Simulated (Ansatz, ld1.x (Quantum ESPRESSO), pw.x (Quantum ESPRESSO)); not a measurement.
## B (Z = 5) (fcc): variants of one RRKJ potential in the solid

| Quantity | Value |
| --- | --- |
| Element | boron (B) |
| Generator | ld1.x (Quantum ESPRESSO) 7.5 |
| Type | norm-conserving RRKJ (Kleinman–Bylander form) |
| Functional | PBE |
| Relativity | scalar-relativistic |
| Frozen core | [He] |
| Valence charge | 3 |
| Reference configuration | 2s1.5 2p1.5 |
| Partial waves | 2p (bound): rc 2.80 bohr; 2s (bound): rc 1.65 bohr |
| Local potential | the s channel |
| Core correction | none |

Crystal test: fcc B in pw.x 7.5, no spin, 18³ k-points, Fermi–Dirac smearing 0.01 Ry, cutoffs set for each file from its atomic test. The reference is all-electron LAPW (Ansatz 0.2.0) with the same functional, mesh and smearing; V0 and B0 come from Birch–Murnaghan fits to the pressures at five volumes. Errors are pseudo minus all-electron; Δ is the rms difference of the E(V) curves that follow from these fits, minima aligned, over ±6 % about the mean V0. Mesh and smearing are coarse, so the numbers serve the comparison and aren't converged zero-temperature values; the lattice is a test structure that the element need not adopt.

All-electron: a0 = 2.867 Å (V0 = 5.89 Å³/atom), B0 = 270.8 GPa.

Base: The largest radius (2.80 bohr) exceeds half the bond length (1.92 bohr), so the spheres overlap, which is one possible source of error among others. This is a poor potential for the solid.

1 further variants are left out: they gave no file fit for a test, a broken result, the same result as the base, or pressures whose basis-set error rivals the error shown.

A dash in a converged row means that the minimum lies outside the volumes sampled.

| change | cutoffs (Ry) | pw.x | a0 (Å) | a0 error (%) | B0 error (%) | Δ (meV/atom) | mean pressure error (GPa) |
| --- | --- | --- | --- | --- | --- | --- | --- |
| base | 50/200 | converged | 2.830 | -1.26 | -14.2 | 12.6 | -8.51 |
| wave 2s (bound): rc 1.65 bohr becomes 2s (bound): rc 2.40 bohr | 35/140 | converged | – | – | – | – | -48.68 |
| all radii scaled by about 1.11 (s 1.82, p 3.10 bohr) | 45/180 | converged | – | – | – | – | -33.49 |
| reference 2s1 2p2 | 45/180 | converged | 2.854 | -0.43 | -15.0 | 4.5 | -3.04 |
| core correction a·sin(br)/r model core inside 0.70 bohr | 50/200 | converged | 2.828 | -1.36 | -14.1 | 13.5 | -9.10 |
